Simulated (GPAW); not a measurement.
# SrO (Fm-3m) in GPAW: settings compared

The runs below take SrO through single point, relaxation of cell and atoms, with PBE, PBEsol, PBEsol+D3, PBEsol+D3(BJ).

Everything below comes from runs of GPAW 26.7.0. Logs are shortened: lines on timing, memory, paths and dates and some standing lists are left out, and cuts for length are marked. The log counts tension as positive stress, the text compression.

## (1) Starting point

Symmetry: Fm-3m, No. 225, cubic system. The conventional cell has a = 5.133 Å, b = 5.133 Å, c = 5.133 Å, α = 90.00°, β = 90.00°, γ = 90.00°. Sr (site symmetry m-3m) is surrounded by 6 O at 2.57 Å. Around O (site symmetry m-3m) lie 6 Sr at 2.57 Å.

## (2) Single point, PBE

The input, run.py:

```python
from ase.dft.bandgap import bandgap
from ase.io import read, write
from ase.units import GPa
from gpaw import GPAW, PW

atoms = read('SrO.cif')

calc = GPAW(mode=PW(900),
            xc='PBE',
            kpts={'size': (7, 7, 7), 'gamma': True},
            occupations={'name': 'fermi-dirac', 'width': 0.05},
            nbands=16,
            convergence={'density': 1e-05, 'energy': 1e-05},
            maxiter=100,
            txt='gpaw.txt')
atoms.calc = calc
energy = atoms.get_potential_energy()
forces = atoms.get_forces()
stress = atoms.get_stress()
calc.write('gs.gpw')
write('result.traj', atoms)
print(f'Energy: {energy:.6f} eV')
print('Forces (eV/A):')
print(forces.round(4))
print('Stress (GPa):', (stress / GPa).round(3))
print('Fermi level:', round(calc.get_fermi_level(), 4), 'eV')
print(f'Gap: {bandgap(calc)[0]:.4f} eV, direct: {bandgap(calc, direct=True)[0]:.4f} eV')
```

The input, SrO.cif:

```cif
data_SrO
_cell_length_a 3.62929627
_cell_length_b 3.62929627
_cell_length_c 3.62929627
_cell_angle_alpha 60.00000000
_cell_angle_beta 60.00000000
_cell_angle_gamma 60.00000000
_space_group_name_H-M_alt 'P1'
_space_group_name_Hall 'P 1'
_space_group_IT_number 1
loop_
_space_group_symop_operation_xyz
'x,y,z'
loop_
_atom_site_label
_atom_site_type_symbol
_atom_site_symmetry_multiplicity
_atom_site_Wyckoff_symbol
_atom_site_fract_x
_atom_site_fract_y
_atom_site_fract_z
_atom_site_occupancy
Sr1 Sr 1 a 0.5000000000 0.5000000000 0.5000000000 1
O1 O 1 a 0.0000000000 0.0000000000 0.0000000000 1
```

Potentials or basis: GPAW PAW data sets (gpaw-data 1.2.1), pw.

The run is started by

```bash
> OMP_NUM_THREADS=1 python run.py
```

gpaw.txt:

```text
__  _  _
 | _ |_)|_||  |
 |__||  | ||/\| - 26.7.0

Input parameters:
  mode=PW(ecut=900.0000000000001),
  convergence={'density': 1e-05, 'energy': 1e-05},
  kpts=MonkhorstPack(size=(7, 7, 7), gamma=True),
  maxiter=100,
  nbands=16,
  occupations=Occupations(name='fermi-dirac', width=0.05),
  xc=XC(name='PBE')

Diagonalizing LCAO Hamiltonian
Converting LCAO to pw mode

                  Sr

       O

Atoms  # Å, Bohr magnetons
|   | symbol |        x |        y |        z |    initial magnetic moments |
|---|--------|----------|----------|----------|-----------------------------|
| 0 |     Sr | 3.629296 | 2.095375 | 1.481654 | ( 0.0000,  0.0000,  0.0000) |
| 1 |      O | 0.000000 | 0.000000 | 0.000000 | ( 0.0000,  0.0000,  0.0000) |

Unit cell  # Å
| periodic |        x |        y |        z |  lengths |    angles |
|----------|----------|----------|----------|----------|-----------|
|      yes | 3.629296 | 0.000000 | 0.000000 | 3.629296 | 60.000000 |
|      yes | 1.814648 | 3.143063 | 0.000000 | 3.629296 | 60.000000 |
|      yes | 1.814648 | 1.047688 | 2.963308 | 3.629296 | 60.000000 |

Number of symmetries: 48
Symmetry operations  # r_c * U_cc + t_c -> r_c
|    | kind |            matrix            |
|----|------|------------------------------|
|  0 |  σ   |  1, 0, 0,  1, 0,-1,  1,-1, 0 |
|  1 |  C2  |  1, 0, 0,  1,-1, 0,  1, 0,-1 |
|  2 |  E   |  1, 0, 0,  0, 1, 0,  0, 0, 1 |
|  3 |  σ   |  1, 0, 0,  0, 0, 1,  0, 1, 0 |
|  4 |  C4  |  1, 0,-1,  1, 0, 0,  1,-1, 0 |
|  5 |  S6  |  1, 0,-1,  1,-1, 0,  1, 0, 0 |
|  6 |  σ   |  1, 0,-1,  0, 1,-1,  0, 0,-1 |
|  7 |  C3  |  1, 0,-1,  0, 0,-1,  0, 1,-1 |
|  8 |  S6  |  1,-1, 0,  1, 0, 0,  1, 0,-1 |
|  9 |  C4  |  1,-1, 0,  1, 0,-1,  1, 0, 0 |
| 10 |  C3  |  1,-1, 0,  0,-1, 1,  0,-1, 0 |
| 11 |  σ   |  1,-1, 0,  0,-1, 0,  0,-1, 1 |
| 12 |  σ   |  0, 1, 0,  1, 0, 0,  0, 0, 1 |
| 13 |  C4  |  0, 1, 0,  0, 1,-1, -1, 1, 0 |
| 14 |  C3  |  0, 1, 0,  0, 0, 1,  1, 0, 0 |
| 15 |  S6  |  0, 1, 0, -1, 1, 0,  0, 1,-1 |
| 16 |  C2  |  0, 1,-1,  1, 0,-1,  0, 0,-1 |
| 17 |  σ   |  0, 1,-1,  0, 1, 0, -1, 1, 0 |
| 18 |  S4  |  0, 1,-1,  0, 0,-1,  1, 0,-1 |
| 19 |  C4  |  0, 1,-1, -1, 1, 0,  0, 1, 0 |
| 20 |  C3  |  0, 0, 1,  1, 0, 0,  0, 1, 0 |
| 21 |  σ   |  0, 0, 1,  0, 1, 0,  1, 0, 0 |
| 22 |  S6  |  0, 0, 1,  0,-1, 1, -1, 0, 1 |
| 23 |  C4  |  0, 0, 1, -1, 0, 1,  0,-1, 1 |
| 24 |  S4  |  0, 0,-1,  1, 0,-1,  0, 1,-1 |
| 25 |  C3  |  0, 0,-1,  0, 1,-1,  1, 0,-1 |
| 26 |  C2  |  0, 0,-1,  0,-1, 0, -1, 0, 0 |
| 27 |  S6  |  0, 0,-1, -1, 0, 0,  0,-1, 0 |
| 28 |  S4  |  0,-1, 1,  1,-1, 0,  0,-1, 0 |
| 29 |  C4  |  0,-1, 1,  0, 0, 1, -1, 0, 1 |
| 30 |  C2  |  0,-1, 1,  0,-1, 0,  1,-1, 0 |
| 31 |  σ   |  0,-1, 1, -1, 0, 1,  0, 0, 1 |
| 32 |  C3  |  0,-1, 0,  1,-1, 0,  0,-1, 1 |
| 33 |  S6  |  0,-1, 0,  0, 0,-1, -1, 0, 0 |
| 34 |  S4  |  0,-1, 0,  0,-1, 1,  1,-1, 0 |
| 35 |  C2  |  0,-1, 0, -1, 0, 0,  0, 0,-1 |
| 36 |  C2  | -1, 1, 0,  0, 1, 0,  0, 1,-1 |
| 37 |  S6  | -1, 1, 0,  0, 1,-1,  0, 1, 0 |
| 38 |  S4  | -1, 1, 0, -1, 0, 1, -1, 0, 0 |
| 39 |  C3  | -1, 1, 0, -1, 0, 0, -1, 0, 1 |
| 40 |  S6  | -1, 0, 1,  0, 0, 1,  0,-1, 1 |
| 41 |  C2  | -1, 0, 1,  0,-1, 1,  0, 0, 1 |
| 42 |  C3  | -1, 0, 1, -1, 1, 0, -1, 0, 0 |
| 43 |  S4  | -1, 0, 1, -1, 0, 0, -1, 1, 0 |
| 44 |  C2  | -1, 0, 0,  0, 0,-1,  0,-1, 0 |
| 45 |  i   | -1, 0, 0,  0,-1, 0,  0, 0,-1 |
| 46 |  σ   | -1, 0, 0, -1, 1, 0, -1, 0, 1 |
| 47 |  C2  | -1, 0, 0, -1, 0, 1, -1, 1, 0 |

BZ-sampling:
  Number of BZ points: 343
  Number of IBZ points: 20

  Monkhorst-Pack size: [7, 7, 7]
  Monkhorst-Pack shift: [0, 0, 0]

K-points  # in reciprocal-cell coordinates
|     |                                coordinates |     weight |
|-----|--------------------------------------------|------------|
|   0 | (  0.00000000,   0.00000000,   0.00000000) | 0.00291545 |
|   1 | (  0.14285714,   0.14285714,   0.00000000) | 0.01749271 |
|   2 | (  0.14285714,   0.14285714,   0.14285714) | 0.02332362 |
|   3 | (  0.28571429,   0.14285714,   0.14285714) | 0.03498542 |
|   4 | (  0.28571429,   0.28571429,   0.00000000) | 0.01749271 |
|   5 | (  0.28571429,   0.28571429,   0.14285714) | 0.06997085 |
|   6 | (  0.28571429,   0.28571429,   0.28571429) | 0.02332362 |
|   7 | (  0.42857143,  -0.28571429,  -0.28571429) | 0.03498542 |
|   8 | (  0.42857143,   0.28571429,  -0.42857143) | 0.13994169 |
|   9 | (  0.42857143,   0.28571429,  -0.28571429) | 0.06997085 |
| ... |                                            |            |
|  19 | (  0.42857143,   0.42857143,   0.42857143) | 0.02332362 |

Plane wave coefficients: 2089
Cutoff: 900.0000000000001 eV

Spin-components: 1 (collinear spins)
Bands:           16
Projectors:      10
Spin-degeneracy: 2
Datatype:        complex128

Parallelization:
  kpt:    1
  domain: 1
  band:   1

Density:
  Valence electrons: 16.0
  Components: 1
  Grid points: [27 27 27]
  Charge: 0.0  # |e|

Potential:
  Grid points: [27 27 27]

species:
  Sr:
    name:    Strontium
    Z:       38.0
    valence: 10
    core:    28
    charge:  0.0  # [|e|]
    compensation charges:
      type: gauss
      rc: 0.40  # [Å]
      lmax: 2
    cutoffs:
      filter: 2.39  # [Å]
      core: 1.85  # [Å]
    projectors
    | kind |    occ | energy [eV] | rcut [Å] |
    |------|--------|-------------|----------|
    |   4s |  2.000 |     -40.883 |    1.291 |
    |   5s |  2.000 |      -3.525 |    1.291 |
    |   4p |  6.000 |     -22.826 |    1.291 |
    |    p |        |       4.386 |    1.291 |
    |    d |        |       0.000 |    1.254 |

    Using partial waves for Sr as LCAO basis

  O:
    name:    Oxygen
    Z:       8.0
    valence: 6
    core:    2
    charge:  0.0  # [|e|]
    compensation charges:
      type: gauss
      rc: 0.21  # [Å]
      lmax: 2
    cutoffs:
      filter: 1.17  # [Å]
      core: 0.83  # [Å]
    projectors
    | kind |    occ | energy [eV] | rcut [Å] |
    |------|--------|-------------|----------|
    |   2s |  2.000 |     -23.961 |    0.688 |
    |   2p |  4.000 |      -9.029 |    0.598 |
    |    s |        |       3.251 |    0.688 |
    |    p |        |      18.182 |    0.598 |
    |    d |        |       0.000 |    0.619 |

    Using partial waves for O as LCAO basis

Reference energy: -88537.622309  # eV

eigensolver:
  PPCG
  Converge bands: occupied
  niter=2

density mixing:
  MSR1-Mixer
  Pratt-step length: 0.05
  Maximum mixing coefficient: 0.75
  Old densities: 10
  SVD Regularization: 0.005
  Good broyden scale: 1.0
  Trust region scale: 1.0
  Backstep threshold: 4.0
  History deletion threshold: 6.0
  Fourier metric: weight=20.0, sigma=0.015

occupation numbers:
  Fermi-Dirac:
    width: 0.0500  # eV

poisson solver:
  ecut: 7200.000000000001  # eV

xc functional:
  name: PBE with 2 nearest neighbor stencil

convergence criteria:
- Maximum integral of absolute [dens]ity change: 1e-05 electrons / valence electron
- Maximum [total energy] change in last 3 cyles: 1e-05 eV / valence electron
- Maximum integral of absolute [eigenst]ate change: 4e-08 eV^2 / valence electron
maximum number of iterations: 100

SCF iterations
|iter     | |      energy | eigst |  dens |
|---------|-|-------------|-------|-------|
|iter:   1| |  -13.851110 | +0.49 |       |
|iter:   2| |  -13.352972 | -1.91 | -0.92 |
|iter:   3| |  -12.283229 | -1.19 | -0.98 |
|iter:   4| |  -12.280806 | -2.80 | -1.44 |
|iter:   5| |  -12.292056 | -3.18 | -1.65 |
|iter:   6| |  -12.291916 | -4.85 | -2.67 |
|iter:   7| |  -12.291985c| -5.45 | -3.07 |
|iter:   8| |  -12.291991c| -6.63 | -3.60 |
|iter:   9| |  -12.291991c| -7.44c| -4.64 |
|iter:  10| |  -12.291992c| -7.73c| -5.03c|

Converged in 10 steps
Energy contributions relative to reference atoms: (reference = -88537.622309)

Energy contributions:
  Kinetic:          16.766072
  Coulomb:         -13.880332
  Zero:             -0.108474
  External:          0.000000
  Xc:              -15.069258
  Entropy:          -0.000000
  Spinorbit:         0.000000
  ----------------------------
  Free energy:     -12.291992
  Extrapolated:    -12.291992

dipole moment: (-20.382778, -11.768003, -8.321234)  # |e|*Ang

Fermi level: 6.167
Eigenvalues  # (at kpt = [0.000, 0.000, 0.000])
| band index |      eig [eV] | occ [0-2] |
|------------|---------------|-----------|
|          0 |       -27.101 |     2.000 |
|          1 |        -9.883 |     2.000 |
|          2 |        -8.757 |     2.000 |
|          3 |        -8.757 |     2.000 |
|          4 |        -8.757 |     2.000 |
|          5 |         5.151 |     2.000 |
[... 8 lines left out ...]
|         14 |        17.651 |     0.000 |
|         15 |        28.472 |     0.000 |

Gap: 3.454 eV
Transition (v -> c):
  (s=0, k=0, n=7, [0.00, 0.00, 0.00]) -> (s=0, k=16, n=8, [0.43, 0.43, 0.00])
Direct/indirect transitions are different
Direct gap: 3.541 eV
Transition at: (s=0, k=16, n=7, [0.43, 0.43, 0.00])

Forces  # eV/Ang
|        x |        y |       z |
|----------|----------|---------|
| -0.00000 | -0.00000 | 0.00000 |  # Sr   0
|  0.00000 |  0.00000 | 0.00000 |  # O    1

Stress tensor  # eV/Ang^3
|         x |         y |         z |
|-----------|-----------|-----------|
| -0.024376 |  0.000000 |  0.000000 |
|  0.000000 | -0.024376 | -0.000000 |
|  0.000000 |  0.000000 | -0.024376 |

# Writing to gs.gpw (mode='')
```

Run time: 12 s. Hardware: 1 thread of AMD EPYC 7B13 (Zen 3), shared host; peak memory 0.17 GiB.

Results:

```yaml
Free_energy: -12.2920 eV
Pressure: 3.9 GPa
Band_gap_on_the_k_mesh: 3.45 eV, indirect (least direct gap 3.54 eV)
```

Levels at points of the mesh, in eV from the valence-band top:
| k point | band 6 | band 7 | band 8 | band 9 | band 10 | band 11 |
| --- | --- | --- | --- | --- | --- | --- |
| (0.00, 0.00, 0.00) | 0.00 | 0.00 | 0.00 | 4.06 | 6.30 | 6.30 |

Caveat: an odd mesh through Γ misses points on the zone boundary, where band edges often lie.

## (3) Relaxation of cell and atoms, PBEsol

The input, run.py:

```python
from ase import Atoms
from ase.filters import FrechetCellFilter
from ase.io import write
from ase.optimize import BFGS
from gpaw import GPAW, PW, setup_paths

setup_paths.insert(0, '.')

atoms = Atoms(['Sr', 'O'],
              cell=[[0.0, 2.5663, 2.5663],
                    [2.5663, 0.0, 2.5663],
                    [2.5663, 2.5663, 0.0]],
              scaled_positions=[[0.5, 0.5, 0.5],
                                [0.0, 0.0, 0.0]],
              pbc=True)

calc = GPAW(mode=PW(800),
            xc='PBEsol',
            kpts={'size': (9, 9, 9), 'gamma': True},
            occupations={'name': 'fermi-dirac', 'width': 0.05},
            nbands=16,
            convergence={'density': 1e-05, 'forces': 0.0001},
            maxiter=150,
            txt='gpaw.txt')
atoms.calc = calc
opt = BFGS(FrechetCellFilter(atoms), trajectory='relax.traj', logfile='-')
done = opt.run(fmax=0.02, steps=60)
calc.write('gs.gpw')
write('result.traj', atoms)
print('Converged:', done)
print('Cell:', atoms.cell.cellpar().round(4))
print('Volume:', round(atoms.get_volume(), 4))
print(atoms.get_scaled_positions().round(5))
```

Potentials or basis: PAW data sets generated in the run's folder for this functional, pw.

The run is started by

```bash
> gpaw-setup -f PBEsol O Sr
> OMP_NUM_THREADS=1 python run.py
```

Run time: 17 s. Hardware: 1 thread of Arm Neoverse V2, shared host; peak memory 0.16 GiB.

It converged, with:

| Item | Value |
| --- | --- |
| Free energy | -12.8836 eV |
| Pressure after relaxing | 0.0 GPa |
| Band gap on the k mesh | 3.31 eV, indirect (least direct gap 3.39 eV) |

Final structure:
```yaml
crystal:
  lattice:
    - [0.00000, 2.56630, 2.56630]
    - [2.56630, 0.00000, 2.56630]
    - [2.56630, 2.56630, 0.00000]
  atoms:
    - { symbol: Sr, position: [0.50000, 0.50000, 0.50000] }
    - { symbol: O, position: [0.00000, 0.00000, 0.00000] }
```

Levels at points of the mesh, in eV from the valence-band top:
| k point | band 6 | band 7 | band 8 | band 9 | band 10 | band 11 |
| --- | --- | --- | --- | --- | --- | --- |
| (0.00, 0.00, 0.00) | 0.00 | 0.00 | 0.00 | 3.90 | 6.25 | 6.25 |

Caveat: the relaxation stopped at its first step, so nothing moved; later steps reuse the first step's grids; an odd mesh through Γ misses points on the zone boundary, where band edges often lie.

(Continued in part 2 of 2.)
